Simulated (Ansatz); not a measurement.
**In: computed properties**

Theory: DFT r2SCAN, scalar-relativistic, plane waves, PAW (Ansatz).

Cutoff 500 eV; k points 15×15×15 on the computed 3-atom cell (Γ-centred); Gaussian smearing, width 0.10 eV; no spin polarisation.

The structure is relaxed at this level of theory with its symmetry kept. This form isn't the element's structure at ambient conditions.

```cif
data_structure
_symmetry_space_group_name_H-M 'R-3m:H'
_symmetry_Int_Tables_number 166
_cell_length_a 3.3339
_cell_length_b 3.3339
_cell_length_c 24.6055
_cell_angle_alpha 90.000
_cell_angle_beta 90.000
_cell_angle_gamma 120.000
_cell_volume 236.85
loop_
_atom_site_label
_atom_site_type_symbol
_atom_site_symmetry_multiplicity
_atom_site_Wyckoff_symbol
_atom_site_fract_x
_atom_site_fract_y
_atom_site_fract_z
_atom_site_occupancy
In1 In 3 a 0.00000 0.00000 0.00000 1
In2 In 6 c 0.00000 0.00000 0.77794 1
```

(1) Formation energy from the elements' standard states (uncorrected)?

(2) Density of states at the Fermi level?

(3) Löwdin character within 0.5 eV of the Fermi level?

(4) Bader charges (e)?

## Answers

(1) +0.008 eV/atom.

(2) 1.37 states/eV per cell.

(3) In 5p 68 %, In 5s 29 %.

(4) In (1 in the cell) 0.01, In (2 in the cell) 0.00.

Cost: 1 run of about 4.9 core-minutes, on Intel Xeon Platinum 8259CL (Skylake/Cascade Lake) (shared hosts).